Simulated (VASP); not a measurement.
# Te2Mo (P6_3/mmc) in VASP: settings compared, part 2 of 2

VASP 6.6.1. Earlier steps stand in the parts before.

## 4. Band structure, PBE, spin-orbit coupling, no magnetisation

Contents of INCAR:

```
  PREC = Accurate
  ENCUT = 520
  EDIFF = 1E-6
  ISMEAR = 0
  SIGMA = 0.03
  LREAL = F
  LASPH = T
  NELM = 80
  ALGO = Normal
  ISIF = 2
  LWAVE = F
  LCHARG = F
  MAGMOM = 0 0 0 0 0 0 0 0 0 0 0 0 0 0 0 0 0 0
  LORBIT = 11
  LSORBIT = T
  GGA_COMPAT = F
  LMAXMIX = 4
  GGA = PE
  KPAR = 2
```

Contents of KPOINTS:

```
regular mesh
0
Gamma
  9 9 2
```

Contents of POSCAR:

```
Te2Mo                                   
1.0
    3.4956786110      0.0000000000      0.0000000000
   -1.7478393055      3.0273464806      0.0000000000
    0.0000000000      0.0000000000     13.6948374035
  Te              Mo            
     4     2
Direct
     0.3333333332999970    0.6666666667000030    0.6172428415994347
     0.6666666667000030    0.3333333332999970    0.1172428415994347
     0.3333333332999970    0.6666666667000030    0.8827571584005653
     0.6666666667000030    0.3333333332999970    0.3827571584005653
     0.3333333332999970    0.6666666667000030    0.2500000000000000
     0.6666666667000030    0.3333333332999970    0.7500000000000000
```

KPOINTS_OPT is that of step 3.

Potentials or basis: VASP PAW PBE potentials, release 64 (Te, Mo_sv).

Launch:

```console
> cat potpaw_PBE.64/Te/POTCAR potpaw_PBE.64/Mo_sv/POTCAR > POTCAR
> mpirun -np 2 vasp_ncl > vasp.out
```

OUTCAR:

```text
PREC = Accurate
   ENCUT = 520
   EDIFF = 1E-6
   ISMEAR = 0
   LREAL = F
   LASPH = T
   NELM = 80
   ISIF = 2
   LORBIT = 11
   LSORBIT = T
   GGA = PE

 ion  position               nearest neighbor table
   1  0.333  0.667  0.617-   6 2.72   6 2.72   6 2.72   3 3.64
   2  0.667  0.333  0.117-   5 2.72   5 2.72   5 2.72   4 3.64
   3  0.333  0.667  0.883-   6 2.72   6 2.72   6 2.72   1 3.64
   4  0.667  0.333  0.383-   5 2.72   5 2.72   5 2.72   2 3.64
   5  0.333  0.667  0.250-   2 2.72   4 2.72   2 2.72   4 2.72   2 2.72   4 2.72
   6  0.667  0.333  0.750-   1 2.72   3 2.72   1 2.72   3 2.72   1 2.72   3 2.72

  LATTYP: Found a hexagonal cell.
 ALAT       =     3.4956786110
 C/A-ratio  =     3.9176477381

  Lattice vectors:

 A1 = (   3.4956786110,   0.0000000000,   0.0000000000)
 A2 = (  -1.7478393055,   3.0273464806,   0.0000000000)
 A3 = (   0.0000000000,   0.0000000000,  13.6948374035)

Analysis of symmetry for initial positions (statically):
=====================================================================
 Subroutine PRICEL returns:
 Original cell was already a primitive cell.

 Routine SETGRP: Setting up the symmetry group for a
 hexagonal supercell.

[... 1907 lines left out ...]
    -0.0005940     0.0000000    -0.0022022    -0.0005628    -0.0005940
     0.0000000    -0.0022022     0.0000000    -0.0022022     0.0000000
    -0.0005940    -0.0005628    -0.0022022     0.0000000    -0.0005940
    -0.0040159    -0.0005940     0.0000000    -0.0005940     0.0000000
 l=   3
     0.0000000     0.0000000     0.0000000     0.0000000     0.0000000     0.0000000     0.0000000
     0.0000000     0.0000000     0.0000000     0.0000000     0.0000000     0.0000000     0.0000000
     0.0000000     0.0000000     0.0000000     0.0000000     0.0000000     0.0000000     0.0000000
     0.0000000     0.0000000     0.0000000     0.0000000     0.0000000     0.0000000     0.0000000
     0.0000000     0.0000000     0.0000000     0.0000000     0.0000000     0.0000000     0.0000000
     0.0000000     0.0000000     0.0000000     0.0000000     0.0000000     0.0000000     0.0000000
     0.0000000     0.0000000     0.0000000     0.0000000     0.0000000     0.0000000     0.0000000

 total charge

# of ion       s       p       d       tot
------------------------------------------
    1        1.387   1.978   0.067   3.432
    2        1.387   1.978   0.067   3.432
    3        1.387   1.978   0.067   3.432
    4        1.387   1.978   0.067   3.432
    5        2.254   6.149   3.997  12.400
    6        2.254   6.149   3.997  12.400
--------------------------------------------------
tot         10.056  20.210   8.260  38.527

 magnetization (x)

# of ion       s       p       d       tot
------------------------------------------
    1        0.000  -0.000   0.000  -0.000
    2       -0.000   0.000  -0.000   0.000
    3       -0.000   0.000  -0.000   0.000
    4        0.000  -0.000   0.000  -0.000
    5        0.000  -0.000   0.000   0.000
    6       -0.000   0.000  -0.000  -0.000
--------------------------------------------------
tot         -0.000   0.000   0.000   0.000

 magnetization (y)

# of ion       s       p       d       tot
------------------------------------------
    1        0.000   0.000   0.000   0.000
    2        0.000   0.000   0.000   0.000
    3        0.000   0.000  -0.000  -0.000
    4        0.000   0.000   0.000   0.000
    5        0.000   0.000   0.000   0.000
    6        0.000   0.000   0.000   0.000
--------------------------------------------------
tot          0.000   0.000   0.000   0.000

 magnetization (z)

# of ion       s       p       d       tot
------------------------------------------
    1        0.000   0.000   0.000   0.000
    2        0.000   0.000   0.000   0.000
    3        0.000   0.000   0.000   0.000
    4        0.000   0.000   0.000   0.000
    5        0.000   0.000   0.000   0.000
    6        0.000   0.000   0.000   0.000
--------------------------------------------------
tot          0.000   0.000   0.000   0.000
```

stdout:

```text
POSCAR found type information on POSCAR TeMo
 POSCAR found :  2 types and       6 ions
 scaLAPACK will be used
 LDA part: xc-table for (Slater+PW92), standard interpolation
 POSCAR, INCAR and KPOINTS ok, starting setup
 FFT: planning ... GRIDC
 FFT: planning ... GRID_SOFT
 FFT: planning ... GRID
 WAVECAR not read
 entering main loop
 Start KPOINTS_OPT (optional k-point list driver)
k-point batch [1-24\258]
k-point batch [25-48\258]
k-point batch [49-72\258]
k-point batch [73-96\258]
k-point batch [97-120\258]
k-point batch [121-144\258]
k-point batch [145-168\258]
k-point batch [169-192\258]
k-point batch [193-216\258]
k-point batch [217-240\258]
k-point batch [241-258\258]
```

Wall time 58 min (2 MPI ranks of Intel Xeon Platinum 8175M at 2.50GHz (Skylake/Cascade Lake), shared host); peak memory 0.89 GiB.

Results:

```
Free energy                                           : -36.5072 eV
Pressure                                              : 3.8 GPa
Largest force                                         : 0.028 eV/Å
Valence electrons inside the program's atomic spheres : Te 3.43; Mo 12.40
```

Forces in eV/Å, atoms in the order of the input:
```
Te   0.000  0.000 -0.028
Te   0.000  0.000 -0.028
Te   0.000  0.000  0.028
Te   0.000  0.000  0.028
Mo   0.000  0.000  0.000
Mo   0.000  0.000  0.000
```

Caveat: this functional lacks dispersion, which binds the layers, so the pressure and a relaxed spacing across them are unreliable.

## 5. Band structure, TB-mBJ

POSCAR is that of step 4.

Contents of INCAR.step1:

```
  PREC = Accurate
  ENCUT = 520
  EDIFF = 1E-5
  ISMEAR = 0
  SIGMA = 0.03
  LREAL = F
  LASPH = T
  NELM = 80
  ALGO = Normal
  ISIF = 2
  LWAVE = T
  LCHARG = F
  LMAXMIX = 4
  KPAR = 2
  GGA = PE
```

Contents of INCAR.step2:

```
  PREC = Accurate
  ENCUT = 520
  EDIFF = 1E-6
  ISMEAR = 0
  SIGMA = 0.03
  LREAL = F
  LASPH = T
  NELM = 80
  ALGO = Normal
  ISIF = 2
  LWAVE = F
  LCHARG = F
  LMAXMIX = 4
  METAGGA = MBJ
  KPAR = 2
  ISTART = 1
```

KPOINTS is that of step 4.

KPOINTS_OPT is that of step 4.

Potentials or basis: VASP PAW PBE potentials, release 64 (Te, Mo_sv).

Launch:

```console
> cat potpaw_PBE.64/Te/POTCAR potpaw_PBE.64/Mo_sv/POTCAR > POTCAR
> cp INCAR.step1 INCAR
> mpirun -np 2 vasp_std > vasp.out
> cp INCAR.step2 INCAR
> mpirun -np 2 vasp_std > vasp.out
```

OUTCAR:

```text
PREC = Accurate
   ENCUT = 520
   EDIFF = 1E-6
   ISMEAR = 0
   LREAL = F
   LASPH = T
   NELM = 80
   ISIF = 2
   METAGGA = MBJ
   ISTART = 1

 ion  position               nearest neighbor table
   1  0.333  0.667  0.617-   6 2.72   6 2.72   6 2.72   3 3.64
   2  0.667  0.333  0.117-   5 2.72   5 2.72   5 2.72   4 3.64
   3  0.333  0.667  0.883-   6 2.72   6 2.72   6 2.72   1 3.64
   4  0.667  0.333  0.383-   5 2.72   5 2.72   5 2.72   2 3.64
   5  0.333  0.667  0.250-   2 2.72   4 2.72   2 2.72   4 2.72   2 2.72   4 2.72
   6  0.667  0.333  0.750-   1 2.72   3 2.72   1 2.72   3 2.72   1 2.72   3 2.72

[... 1023 lines left out ...]
  -------------------------------------------------------------------------------------
  Total       20.7772622     20.7772622     11.4119365      0.0000000      0.0000000      0.0000000
  in kB      229.6933362    229.6933362    126.1593445      0.0000000      0.0000000      0.0000000
  external PRESSURE =     195.1820056 kB  Pullay stress =       0.0000000 kB

 VOLUME and BASIS-vectors are now :
 -----------------------------------------------------------------------------
  energy-cutoff  :      520.00
  volume of cell :      144.93
      direct lattice vectors                 reciprocal lattice vectors
     3.495678611  0.000000000  0.000000000     0.286067488  0.165161141  0.000000000
    -1.747839306  3.027346481  0.000000000     0.000000000  0.330322283  0.000000000
     0.000000000  0.000000000 13.694837403     0.000000000  0.000000000  0.073020217

 POSITION                                       TOTAL-FORCE (eV/Angst)
 -----------------------------------------------------------------------------------
     -0.00000      2.01823      8.45304        -0.000000      0.000000     -0.430821
      1.74784      1.00912      1.60562        -0.000000      0.000000     -0.430821
     -0.00000      2.01823     12.08922        -0.000000     -0.000000      0.430821
      1.74784      1.00912      5.24180         0.000000     -0.000000      0.430821
     -0.00000      2.01823      3.42371        -0.000000      0.000000      0.000000
      1.74784      1.00912     10.27113         0.000000     -0.000000      0.000000
 -----------------------------------------------------------------------------------
    total drift:                               -0.000000      0.000000     -0.000000

  FREE ENERGIE OF THE ION-ELECTRON SYSTEM (eV)
  ---------------------------------------------------
  free  energy   TOTEN  =      1671.3627204640 eV

  energy  without entropy=     1671.3627204640  energy(sigma->0) =     1671.36272046
```

OSZICAR.step1:

```text
N       E                     dE             d eps       ncg     rms          rms(c)
DAV:   1     0.418701088203E+03    0.41870E+03   -0.27288E+04  1712   0.151E+03
DAV:   2    -0.115048668653E+02   -0.43021E+03   -0.42153E+03  1829   0.354E+02
DAV:   3    -0.364843342256E+02   -0.24979E+02   -0.24742E+02  1901   0.714E+01
DAV:   4    -0.371343132516E+02   -0.64998E+00   -0.64742E+00  1809   0.116E+01
DAV:   5    -0.371546072686E+02   -0.20294E-01   -0.20284E-01  1972   0.202E+00    0.221E+01
DAV:   6    -0.363698388730E+02    0.78477E+00   -0.85047E+00  1764   0.145E+01    0.908E+00
DAV:   7    -0.363335472138E+02    0.36292E-01   -0.85385E+00  1718   0.116E+01    0.640E+00
DAV:   8    -0.359071085083E+02    0.42644E+00   -0.18719E+00  1841   0.618E+00    0.330E+00
DAV:   9    -0.359098355729E+02   -0.27271E-02   -0.25531E-01  1969   0.227E+00    0.134E+00
DAV:  10    -0.359037371666E+02    0.60984E-02   -0.44636E-02  1835   0.107E+00    0.388E-01
DAV:  11    -0.359040806537E+02   -0.34349E-03   -0.24030E-03  1990   0.259E-01    0.298E-01
DAV:  12    -0.359039908290E+02    0.89825E-04   -0.36381E-04  1714   0.910E-02    0.176E-01
DAV:  13    -0.359039536521E+02    0.37177E-04   -0.10684E-04  1870   0.554E-02    0.104E-01
DAV:  14    -0.359039518845E+02    0.17676E-05   -0.10628E-05  1066   0.151E-02
   1 F= -.35903952E+02 E0= -.35903952E+02  d E =-.354722E-24
```

Run time: 19 min. Hardware: 2 MPI ranks of Intel Xeon Platinum 8175M at 2.50GHz (Skylake/Cascade Lake), shared host; peak memory 0.39 GiB.

What came out:

* Band gap on the k mesh: 0.76 eV, indirect (least direct gap 1.09 eV)
* Band gap along the path: 0.69 eV, indirect (least direct gap 1.09 eV)

Levels at the corners of the path, in eV from the valence-band top:
| point | band 23 | band 24 | band 25 | band 26 | band 27 | band 28 | band 29 | band 30 |
| --- | --- | --- | --- | --- | --- | --- | --- | --- |
| Γ | -1.06 | -1.06 | -0.25 | 0.00 | 2.85 | 2.85 | 3.03 | 3.03 |
| M | -1.01 | -0.96 | -0.70 | -0.32 | 1.28 | 1.36 | 1.46 | 1.85 |
| M | -1.01 | -0.96 | -0.70 | -0.32 | 1.28 | 1.36 | 1.46 | 1.85 |
| K | -1.94 | -1.94 | -0.30 | -0.05 | 1.04 | 1.04 | 1.06 | 2.17 |
| K | -1.94 | -1.94 | -0.30 | -0.05 | 1.04 | 1.04 | 1.06 | 2.17 |
| Γ | -1.06 | -1.06 | -0.25 | 0.00 | 2.85 | 2.85 | 3.03 | 3.03 |
| Γ | -1.06 | -1.06 | -0.25 | 0.00 | 2.85 | 2.85 | 3.03 | 3.03 |
| A | -1.09 | -1.09 | -0.07 | -0.07 | 2.89 | 2.89 | 2.89 | 2.91 |
| A | -1.09 | -1.09 | -0.07 | -0.07 | 2.89 | 2.89 | 2.89 | 2.89 |
| L | -0.97 | -0.97 | -0.51 | -0.51 | 1.31 | 1.31 | 1.68 | 1.68 |
| L | -0.97 | -0.97 | -0.51 | -0.51 | 1.31 | 1.31 | 1.68 | 1.68 |
| H | -2.18 | -2.18 | -0.21 | -0.21 | 1.05 | 1.05 | 1.57 | 1.57 |
| H | -2.18 | -2.18 | -0.21 | -0.21 | 1.05 | 1.05 | 1.57 | 1.57 |
| A | -1.09 | -1.09 | -0.07 | -0.07 | 2.89 | 2.89 | 2.89 | 2.89 |
| L | -0.97 | -0.97 | -0.51 | -0.51 | 1.31 | 1.31 | 1.68 | 1.68 |
| M | -1.01 | -0.96 | -0.70 | -0.32 | 1.28 | 1.36 | 1.46 | 1.85 |
| K | -1.94 | -1.94 | -0.30 | -0.05 | 1.04 | 1.04 | 1.06 | 2.17 |
| H | -2.18 | -2.18 | -0.21 | -0.21 | 1.05 | 1.05 | 1.57 | 1.57 |

Caveat: the PAW data sets were made with another functional, which shifts forces and pressure a little; spin-orbit coupling is left out, which moves the levels of the heavy elements.

## 6. The runs side by side

```csv
level,potentials or basis,spin,gap on the mesh (eV),pressure (GPa),largest force (eV/Å)
LDA,"VASP PAW LDA potentials, release 64 (Te, Mo_sv)",off,0.64,-2.3,0.39
r2SCAN,"VASP PAW PBE potentials, release 64 (Te, Mo_sv)",off,0.77,3.2,0.27
PBE,"VASP PAW PBE potentials, release 64 (Te, Mo_sv)","SOC, no magnetisation",-,3.8,0.03
TB-mBJ,"VASP PAW PBE potentials, release 64 (Te, Mo_sv)",off,0.76,-,-
```

Alike in all rows: task band structure; cell as given; k mesh 9 × 9 × 2; cutoff (eV) 520; smearing gaussian 0.03 eV.

Caveats: spin-orbit coupling is left out, which moves the levels of the heavy elements (some runs); the PAW data sets were made with another functional, which shifts forces and pressure a little (some runs); the mesh misses the band edges, which the band path finds closer together (some runs); this functional lacks dispersion, which binds the layers, so the pressure and a relaxed spacing across them are unreliable (some runs).

Absolute energies hang on the potentials; compare differences alone.

## 7. How close it comes

Step 2. Measured gap of Te2Mo: 0.88 eV (indirect; 300 K; quoted in “Broadband infrared study of pressure-tunable Fano resonance and metallization transition in 2H-MoTe2”, 2022, pmc:9569381). This calculation gives 0.56 eV (-0.32 eV). Spin-orbit coupling on Mo, Te is left out. The value is that of LDA, without temperature or zero-point motion. Semilocal functionals fall short of measured gaps as a rule.

Step 3. Measured gap of Te2Mo: 0.88 eV (indirect; 300 K; quoted in “Broadband infrared study of pressure-tunable Fano resonance and metallization transition in 2H-MoTe2”, 2022, pmc:9569381). This calculation gives 0.69 eV (-0.19 eV). Spin-orbit coupling on Mo, Te is left out. The value is that of r2SCAN, without temperature or zero-point motion.

Step 5. Against the measured gap of Te2Mo, 0.88 eV (indirect; 300 K; quoted in “Broadband infrared study of pressure-tunable Fano resonance and metallization transition in 2H-MoTe2”, 2022, pmc:9569381), the calculated 0.69 eV is off by -0.19 eV. Spin-orbit coupling on Mo, Te is left out. The value is that of TB-mBJ, without temperature or zero-point motion.
